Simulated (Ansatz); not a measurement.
The system is CdSe.

```
Cd Se
1.0
     0.00000    3.07027    3.07027
     3.07027    0.00000    3.07027
     3.07027    3.07027    0.00000
Cd Se
1 1
Direct
  0.00000 0.00000 0.00000
  0.25000 0.25000 0.25000
```

Measurements of this composition are mostly on another form, of space group No. 186.

```yaml
Program: Ansatz 0.2.0
Task: relaxation of cell and atoms
Functional: BLYP
Potentials_or_basis: Ansatz PAW
Cutoff: "420 eV (not typed: the program's choice for these potentials)"
k_mesh: 8 × 8 × 8
Occupations: fermi-dirac, width 0.05 eV
Spin: no spin polarisation
```

At the start: volume 28.94 Å³/atom.

Problem. Where does the relaxation end?

Solution. It ends after 5 steps and the volume is 31.54 Å³/atom (+9.0 %); space group F-43m (No. 216, to 0.05 Å).

The path:
```
step  energy change (eV)  largest force (eV/Å)  volume (Å³)
   1              0.0000                0.0000        57.88
   2             -0.0557                0.0000        64.30
   3             -0.0586                0.0000        63.25
   4             -0.0587                0.0000        63.08
   5             -0.0595                0.0000        63.08
```

Final structure:
```
Cd Se
1.0
     0.00000    3.15948    3.15948
     3.15948    0.00000    3.15948
     3.15948    3.15948    0.00000
Cd Se
1 1
Direct
  0.00000 0.00000 0.00000
  0.25000 0.25000 0.25000
```

Caveat: the plane-wave basis is chosen anew once the cell has moved, so the energies of steps on either side of that aren't comparable; the PAW data sets come from PBE, with cores solved anew for the run's functional, which leaves a small shift of forces and pressure.
